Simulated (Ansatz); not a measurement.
The system is RbBr.

```
Rb Br
1.0
     4.12608    0.00000    0.00000
     0.00000    4.12608    0.00000
     0.00000    0.00000    4.12608
Rb Br
1 1
Direct
  0.00000 0.00000 0.00000
  0.50000 0.50000 0.50000
```

The cell comes from a database or a generator and needn't be the stable form of this composition.

Base run:

* Program: Ansatz 0.2.0
* Functional: HSE(alpha, omega)
* Potentials or basis: all-electron PAW datasets made for the crystal
* Cutoff: 250 eV (chosen from the basis error)
* k mesh: 4 × 4 × 4
* Occupations: fermi-dirac, width 0.05 eV
* Spin: no spin polarisation

Its results: band gap on the k mesh 6.03 eV, indirect (least direct gap 6.20 eV); pressure 0.2 GPa.

Problem. After a change of settings the same cell gave: band gap on the k mesh 4.80 eV, indirect (least direct gap 4.96 eV); pressure 0.6 GPa. Which change was it?
A. share of exact exchange from 0.4 to 0.1
B. share of exact exchange from 0.4 to 0.15
C. share of exact exchange from 0.4 to 0.05
D. share of exact exchange from 0.4 to 0.5

Solution. B.
